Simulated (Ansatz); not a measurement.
W:

```xyz
1
Lattice="-1.5823 1.5823 1.5823 1.5823 -1.5823 1.5823 1.5823 1.5823 -1.5823" Properties=species:S:1:pos:R:3 pbc="T T T"
W     0.0000    0.0000    0.0000
```

| Property | Result |
| --- | --- |
| Program | Ansatz 0.2.0 |
| Task | relaxation of cell and atoms |
| Functional | RPBE |
| Potentials or basis | Ansatz PAW |
| Cutoff | 420 eV (not typed: the program's choice for these potentials) |
| k mesh | 12 × 12 × 12 |
| Occupations | fermi-dirac, width 0.05 eV |
| Spin | no spin polarisation |

At the start: volume 15.85 Å³/atom.

**Question.** Where does the relaxation end?

**Answer.** It ends after 5 steps and the volume is 16.35 Å³/atom (+3.2 %); space group Im-3m (No. 229, to 0.05 Å).

The path:
```tsv
step	energy change (eV)	largest force (eV/Å)	volume (Å³)
1	0.0000	0.0000	15.85
2	-0.0142	0.0000	16.41
3	-0.0145	0.0000	16.35
4	-0.0145	0.0000	16.35
5	-0.0148	0.0000	16.35
```

Final structure:
```yaml
crystal:
  lattice:
    - [-1.59887, 1.59887, 1.59887]
    - [1.59887, -1.59887, 1.59887]
    - [1.59887, 1.59887, -1.59887]
  atoms:
    - { symbol: W, position: [0.00000, 0.00000, 0.00000] }
```

Caveat: the plane-wave basis is chosen anew once the cell has moved, so the energies of steps on either side of that aren't comparable; the PAW data sets come from PBE, with cores solved anew for the run's functional, which leaves a small shift of forces and pressure.
